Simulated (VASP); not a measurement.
# AlAs (F-43m) in VASP: notebook

One crystal, AlAs, is run at these levels: HSE06, PBE0, PBE-EpsX; tasks: band structure.

All numbers are computed with VASP 6.6.1; they aren't measurements. Logs are shortened: lines on timing, memory, paths and dates and some standing lists are left out, and cuts for length are marked.

## 1. Starting point

The structure is cubic, space group F-43m (No. 216). Conventional cell: a = 5.682 Å, b = 5.682 Å, c = 5.682 Å, α = 90.00°, β = 90.00°, γ = 90.00°. Al (site symmetry -43m) is surrounded by 4 As at 2.46 Å. As (site symmetry -43m) is surrounded by 4 Al at 2.46 Å.

## 2. Band structure, HSE06

POSCAR reads:

```
AlAs                                    
1.0
    0.0000000000      2.8408844733      2.8408844733
    2.8408844733      0.0000000000      2.8408844733
    2.8408844733      2.8408844733      0.0000000000
  Al              As            
     1     1
Direct
     0.0000000000000000    0.0000000000000000    0.0000000000000000
     0.2500000000000000    0.2500000000000000    0.2500000000000000
```

INCAR.step1 reads:

```
  PREC = Accurate
  ENCUT = 520
  EDIFF = 1E-5
  ISMEAR = 0
  SIGMA = 0.03
  LREAL = False
  LASPH = True
  NELM = 80
  ALGO = Normal
  ISIF = 2
  LWAVE = True
  LCHARG = False
  KPAR = 4
  GGA = PE
```

INCAR.step2 reads:

```
  PREC = Accurate
  ENCUT = 520
  EDIFF = 1E-7
  ISMEAR = 0
  SIGMA = 0.03
  LREAL = False
  LASPH = True
  NELM = 80
  ALGO = Normal
  ISIF = 2
  LWAVE = False
  LCHARG = False
  GGA = PE
  LHFCALC = True
  HFSCREEN = 0.2
  PRECFOCK = Fast
  KPAR = 4
  ISTART = 1
```

KPOINTS reads:

```
Automatic mesh
0
Gamma
  6 6 6
```

KPOINTS_OPT reads:

```
explicit points
6
Reciprocal
 0.0000000000  0.0000000000  0.0000000000 1
 0.3750000000  0.3750000000  0.7500000000 1
 0.5000000000  0.5000000000  0.5000000000 1
 0.6250000000  0.2500000000  0.6250000000 1
 0.5000000000  0.2500000000  0.7500000000 1
 0.5000000000  0.0000000000  0.5000000000 1
```

Potentials or basis: VASP PAW PBE potentials, release 64 (Al, As).

Command:

```console
> cat potpaw_PBE.64/Al/POTCAR potpaw_PBE.64/As/POTCAR > POTCAR
> cp INCAR.step1 INCAR
> mpirun -np 4 vasp_std > vasp.out
> cp INCAR.step2 INCAR
> mpirun -np 4 vasp_std > vasp.out
```

OUTCAR:

```text
PREC = Accurate
   ENCUT = 520
   EDIFF = 1E-7
   ISMEAR = 0
   LREAL = False
   LASPH = True
   NELM = 80
   ISIF = 2
   GGA = PE
   LHFCALC = True
   HFSCREEN = 0.2
   PRECFOCK = Fast
   ISTART = 1

 ion  position               nearest neighbor table
   1  0.000  0.000  0.000-   2 2.46   2 2.46   2 2.46   2 2.46
   2  0.250  0.250  0.250-   1 2.46   1 2.46   1 2.46   1 2.46

  LATTYP: Found a face centered cubic cell.
 ALAT       =     5.6817689466

  Lattice vectors:

 A1 = (   0.0000000000,   2.8408844733,   2.8408844733)
 A2 = (   2.8408844733,   0.0000000000,   2.8408844733)
 A3 = (   2.8408844733,   2.8408844733,   0.0000000000)

Analysis of symmetry for initial positions (statically):
=====================================================================
 Subroutine PRICEL returns:
 Original cell was already a primitive cell.

 Routine SETGRP: Setting up the symmetry group for a
 face centered cubic supercell.

 Subroutine GETGRP returns: Found 24 space group operations
 (whereof 24 operations were pure point group operations)
 out of a pool of 48 trial point group operations.

The static configuration has the point symmetry T_d .

Analysis of symmetry for dynamics (positions and initial velocities):
=====================================================================
 Subroutine PRICEL returns:
 Original cell was already a primitive cell.

 Routine SETGRP: Setting up the symmetry group for a
 face centered cubic supercell.

 Subroutine GETGRP returns: Found 24 space group operations
 (whereof 24 operations were pure point group operations)
 out of a pool of 48 trial point group operations.

The dynamic configuration has the point symmetry T_d .

 Subroutine INISYM returns: Found 24 space group operations
 (whereof 24 operations are pure point group operations),
 and found     1 'primitive' translations

----------------------------------------------------------------------------------------

                                     Primitive cell

  volume of cell :      45.8554

  direct lattice vectors                    reciprocal lattice vectors
     0.000000000  2.840884473  2.840884473    -0.176001525  0.176001525  0.176001525
     2.840884473  0.000000000  2.840884473     0.176001525 -0.176001525  0.176001525
     2.840884473  2.840884473  0.000000000     0.176001525  0.176001525 -0.176001525

  length of vectors
     4.017617351  4.017617351  4.017617351     0.304843584  0.304843584  0.304843584

  position of ions in fractional coordinates (direct lattice)
     0.000000000  0.000000000  0.000000000
     0.250000000  0.250000000  0.250000000

  ion indices of the primitive-cell ions
   primitive index   ion index
                 1           1
                 2           2

----------------------------------------------------------------------------------------

 KPOINTS: Automatic mesh

Automatic generation of k-mesh.
 Grid dimensions read from file:
 generate k-points for:    6    6    6

 Generating k-lattice:

  Cartesian coordinates                     Fractional coordinates (reciprocal lattice)
    -0.029333588  0.029333588  0.029333588     0.166666667  0.000000000  0.000000000
     0.029333588 -0.029333588  0.029333588     0.000000000  0.166666667  0.000000000
     0.029333588  0.029333588 -0.029333588     0.000000000  0.000000000  0.166666667

  Length of vectors
     0.050807264  0.050807264  0.050807264

  Shift w.r.t. Gamma in fractional coordinates (k-lattice)
     0.000000000  0.000000000  0.000000000

 Subroutine IBZKPT returns following result:
 ===========================================

 Found     16 irreducible k-points:

 Following reciprocal coordinates:
            Coordinates               Weight
  0.000000  0.000000  0.000000      1.000000
  0.166667  0.000000  0.000000      8.000000
  0.333333  0.000000  0.000000      8.000000
  0.500000  0.000000  0.000000      4.000000
  0.166667  0.166667  0.000000      6.000000
  0.333333  0.166667  0.000000     24.000000
[... 8 lines left out ...]
 -0.333333  0.333333  0.166667     24.000000
 -0.333333  0.500000  0.166667     12.000000
   k-points           NKPTS =     16   k-points in BZ     NKDIM =    216   number of bands    NBANDS=      8
   number of dos      NEDOS =    301   number of ions     NIONS =      2
   total plane-waves  NPLWV =  27000
   dimension x,y,z NGX =    30 NGY =   30 NGZ =   30
   dimension x,y,z NGXF=    60 NGYF=   60 NGZF=   60
   ions per type =               1   1
   NGX,Y,Z   is equivalent  to a cutoff of  12.41, 12.41, 12.41 a.u.
   NGXF,Y,Z  is equivalent  to a cutoff of  24.83, 24.83, 24.83 a.u.
 SYSTEM =  unknown system
   PREC   = accura    normal or accurate (medium, high low for compatibility)
   ISTART =      1    job   : 0-new  1-cont  2-samecut
   ICHARG =      0    charge: 1-file 2-atom 10-const
   ISPIN  =      1    spin polarized calculation?
   LNONCOLLINEAR =      F non collinear calculations
   LSORBIT =      F    spin-orbit coupling
   LASPH  =      T    aspherical Exc in radial PAW
   ENCUT  =  520.0 eV  38.22 Ry    6.18 a.u.   7.47  7.47  7.47*2*pi/ulx,y,z
   NELM   =     80;   NELMIN=  2; NELMDL=  0     # of ELM steps
   EDIFF  = 0.1E-06   stopping-criterion for ELM
   LREAL  =      F    real-space projection
   EDIFFG = 0.1E-05   stopping-criterion for IOM
   NSW    =      0    number of steps for IOM
   IBRION =     -1    ionic relax: 0-MD 1-quasi-New 2-CG
   NFREE  =      0    steps in history (QN), initial steepest desc. (CG)
   ISIF   =      2    stress and relaxation
   ISYM   =      3    0-nonsym 1-usesym 2-fastsym
   POTIM  = 0.5000    time-step for ionic-motion
   TEBEG  =    0.0;   TEEND  =   0.0 temperature during run
   PSTRESS=    0.0 pullay stress
   NELECT =       8.0000    total number of electrons
   NUPDOWN=      -1.0000    fix difference up-down
   EMIN   =  10.00;   EMAX   =-10.00  energy-range for DOS
   EFERMI =   0.00;   METHOD = LEGACY
   ISMEAR =     0;   SIGMA  =   0.03  broadening in eV -4-tet -1-fermi 0-gaus
   EFERMI_NEDOS =   21; number of points for ismear=-14 and -15
   IALGO  =     38    algorithm
   IMIX   =      1    mixing-type and parameters
     AMIX     =   0.40;   BMIX     =  1.00
     AMIX_MAG =   1.60;   BMIX_MAG =  1.00
  volume/ion in A,a.u.               =      22.93       154.72
  Fermi-wavevector in a.u.,A,eV,Ry     =   0.914762  1.728649 11.385202  0.836789
  Thomas-Fermi vector in A             =   2.039426
   LORBIT       =      0    0 simple, 1 ext, 2 COOP (PROOUT), +10 PAW based schemes
   GGA     = PE    functional components
   LHFCALC =     T    Hartree Fock is set to
   PRECFOCK=fast      Normal, Fast or Accurate (Low or Medium for compatibility)
   ENCUT4O =  -1.0   cutoff for four orbital integrals eV
   NKREDX  =     1    reduce k-point grid by
   NKREDY  =     1    reduce k-point grid by
   NKREDZ  =     1    reduce k-point grid by
   AEXX    =    0.2500 exact exchange contribution
   HFSCREEN=    0.2000 screening length (either q_TF or 0.3 A-1)
   HFSCREENC=   0.2000 screening length for correlation (either q_TF or 0.3 A-1)
   ENCUTFOCK=  -1.0 apply spherical cutoff to Coloumb kernel
   IVDW    =     0    specifies the selected vdW correction
   LEPSILON=     F    determine dielectric tensor
   LRPA    =     F    only Hartree local field effects (RPA)
 non-spin polarized calculation
 Gauss-broadening in eV      SIGMA  =   0.03
  energy-cutoff  :      520.00
  volume of cell :       45.86
 maximum number of plane-waves:      1258
 NGX is ok and might be reduce to    30
  NGX = 18; NGY = 18; NGZ = 18

 number of electron       7.9999999 magnetization

 Free energy of the ion-electron system (eV)
  ---------------------------------------------------
  ext. energy  EPLUGINS =         0.00000000
  ---------------------------------------------------
  free energy    TOTEN  =       -10.99469133 eV

  energy without entropy =      -10.99469133  energy(sigma->0) =      -10.99469133

 E-fermi :   3.5224     XC(G=0):  -7.5057

 val. band max:        3.3277463597   @ k =   0.0000   0.0000   0.0000
 cond. band min:       5.4504268177   @ k =   0.5000   0.5000   0.0000
 fundamental gap:      2.1226804580
 Fermi energy:         3.5223664627

 k-point     1 :       0.0000    0.0000    0.0000
  band No.  band energies     occupation
      1      -9.6948      2.00000
      2       3.3277      2.00000
      3       3.3277      2.00000
      4       3.3277      2.00000
      5       6.1787      0.00000
      6       8.4728      0.00000
      7       8.4728      0.00000
      8       8.4728      0.00000

 k-point     2 :       0.1667    0.0000    0.0000
  band No.  band energies     occupation
      1      -9.3985      2.00000
      2       1.1238      2.00000
      3       3.0485      2.00000
      4       3.0485      2.00000
      5       6.9515      0.00000
      6       8.9377      0.00000
      7       8.9377      0.00000
      8       9.3981      0.00000

 k-point     3 :       0.3333    0.0000    0.0000
  band No.  band energies     occupation
      1      -8.6466      2.00000
      2      -1.5404      2.00000
      3       2.6122      2.00000
      4       2.6122      2.00000
      5       6.4600      0.00000
      6       9.0796      0.00000
      7       9.0796      0.00000
      8      11.8149      0.00000
[... 122 lines left out ...]
 k-point    15 :      -0.3333    0.3333    0.1667
  band No.  band energies     occupation
      1      -7.6579      2.00000
      2      -2.2658      2.00000
      3      -0.0743      2.00000
      4       1.1667      2.00000
      5       8.0561      0.00000
      6       8.7819      0.00000
      7      11.0231      0.00000
      8      11.7385      0.00000

 k-point    16 :      -0.3333    0.5000    0.1667
  band No.  band energies     occupation
      1      -7.4774      2.00000
      2      -2.3529      2.00000
      3       0.1735      2.00000
      4       0.4582      2.00000
      5       7.2554      0.00000
      6       8.2545      0.00000
      7      11.4903      0.00000
      8      12.1800      0.00000

------------------------ aborting loop because EDIFF is reached ----------------------------------------

  FORCE on cell =-STRESS in cart. coord.  units (eV):
  Direction    XX          YY          ZZ          XY          YZ          ZX
  --------------------------------------------------------------------------------------
  -------------------------------------------------------------------------------------
  Total       -0.0600609     -0.0600609     -0.0600609     -0.0000000      0.0000000     -0.0000000
  in kB       -2.0985144     -2.0985144     -2.0985144     -0.0000000      0.0000000     -0.0000000
  external PRESSURE =      -2.0985144 kB  Pullay stress =       0.0000000 kB

 VOLUME and BASIS-vectors are now :
 -----------------------------------------------------------------------------
  energy-cutoff  :      520.00
  volume of cell :       45.86
      direct lattice vectors                 reciprocal lattice vectors
     0.000000000  2.840884473  2.840884473    -0.176001525  0.176001525  0.176001525
     2.840884473  0.000000000  2.840884473     0.176001525 -0.176001525  0.176001525
     2.840884473  2.840884473  0.000000000     0.176001525  0.176001525 -0.176001525

 POSITION                                       TOTAL-FORCE (eV/Angst)
 -----------------------------------------------------------------------------------
      0.00000      0.00000      0.00000         0.000000     -0.000000     -0.000000
      1.42044      1.42044      1.42044        -0.000000      0.000000      0.000000
 -----------------------------------------------------------------------------------
    total drift:                               -0.000000     -0.000000     -0.000000

  FREE ENERGIE OF THE ION-ELECTRON SYSTEM (eV)
  ---------------------------------------------------
  free  energy   TOTEN  =       -10.9946913323 eV

  energy  without entropy=      -10.9946913323  energy(sigma->0) =      -10.99469133
```

It took 2.4 min on 4 MPI ranks of Intel Xeon Platinum 8259CL at 2.50GHz (Skylake/Cascade Lake), shared host; peak memory 0.28 GiB.

What came out:

```yaml
Free_energy: -10.9947 eV
Pressure: -0.2 GPa
Band_gap_on_the_k_mesh: 2.12 eV, indirect (least direct gap 2.85 eV)
Band_gap_along_the_path: 2.12 eV, indirect (least direct gap 2.85 eV)
```

Caveat: the PAW data sets were made with another functional, which shifts forces and pressure a little.

(Continued in part 2 of 2.)
